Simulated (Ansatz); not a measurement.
**Ionic part of the dielectric constant of Li$_{2}$Se at 4 GPa, mode by mode**

All numbers below come from DFT PBEsol, scalar-relativistic, plane waves, PAW in Ansatz. Settings: 420 eV plane-wave cutoff, Γ-centred 8×8×8 mesh, fixed occupations. No spin polarisation. Phonons by linear response, acoustic sum rule imposed.

Symmetry: Fm-3m, No. 225, cubic system. The conventional cell has a = 5.761 Å, b = 5.761 Å, c = 5.761 Å, α = 90.00°, β = 90.00°, γ = 90.00°. Around Li (site symmetry -43m) lie 4 Se at 2.49 Å. Se (site symmetry m-3m) is surrounded by 8 Li at 2.49 Å.

The primitive cell has V = 47.80 Å³ and ε∞,yy = 4.503. Each polar mode adds Δε = (4.92064×10⁷/V)·S/ν² along y, with S its oscillator strength in e²/amu, ν in cm⁻¹ and V in Å³.

Problem. From these modes, find each Δε and ε0,yy.
```tsv
ν (cm⁻¹)	S_yy (e²/amu)
335.6	0.2733
```

Solution.
```tsv
ν (cm⁻¹)	Δε
335.6	2.50
```

The sum is 2.498, so ε0,yy = 7.00; the run's tensor has 7.00.

Problem. Where do the longitudinal modes lie for a wave vector along y?

Solution. At 418 cm⁻¹. The Lyddane–Sachs–Teller product Π(ν_LO/ν_TO)² = 1.55 matches ε0/ε∞ = 1.55.